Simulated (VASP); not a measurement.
Write the native input for VASP 6.6.1 that does the following.

* Task: relaxation of cell and atoms
* Functional: PBE
* Potentials or basis: VASP PAW PBE potentials, release 64 (Na_pv, H)
* Cutoff: 600 eV
* k mesh: 8 × 8 × 8
* Occupations: gaussian, width 0.1 eV
* Spin: no spin polarisation
* Dipole correction: no
* Further INCAR settings: ALGO = Fast; EDIFF = 1e-06; IBRION = 2; EDIFFG = -0.01; NSW = 100; ISIF = 3

The structure of Na4H lies in POSCAR:

```
Na4H
1.0
    5.1009685023      0.0000000000      0.0000000000
    0.0000000000      5.1009685023      0.0000000000
    0.0000000000      0.0000000000      5.1009685023
Na H
4 1
Direct
    0.5000000000      0.0000000000      0.0000000000
    0.0000000000      0.5000000000      0.0000000000
    0.0000000000      0.0000000000      0.5000000000
    0.5000000000      0.5000000000      0.5000000000
    0.0000000000      0.0000000000      0.0000000000
```

The cell was built by a generator and needn't be a form met in nature.

The cell isn't the ideal one: random cell by space group and Wyckoff sites (Pm-3m, No. 221).

The input as run:

INCAR

```
  PREC = Accurate
  ENCUT = 600
  EDIFF = 1E-6
  ISMEAR = 0
  SIGMA = 0.1
  LREAL = False
  LASPH = True
  NELM = 100
  ALGO = Fast
  ISIF = 3
  LWAVE = False
  LCHARG = False
  GGA = PE
  IBRION = 2
  NSW = 100
  EDIFFG = -0.01
```

KPOINTS

```
Automatic mesh
0
Gamma
  8 8 8
```

Potentials or basis: VASP PAW PBE potentials, release 64 (Na_pv, H).

Command:

```bash
$ cat potpaw_PBE.64/Na_pv/POTCAR potpaw_PBE.64/H/POTCAR > POTCAR
$ mpirun -np 1 vasp_std > vasp.out
```

It gave:

The relaxed volume is 27.14 Å³/atom and the relaxed cell is a = 5.139 Å, b = 5.139 Å, c = 5.139 Å, α = 90.00°, β = 90.00°, γ = 90.00°. The space group after relaxing (to 0.05 Å) is Pm-3m (No. 221) and the energy gained by relaxing is 0.7 meV/atom. The ionic steps are 3, the pressure after relaxing is 0.0 GPa and the band gap on the k mesh is none (metal or under the smearing width).

Wall time 82 s on 1 thread of Intel(R) Xeon(R) 6975P-C (Granite Rapids), on a shared host, peak memory 0.3 GiB.
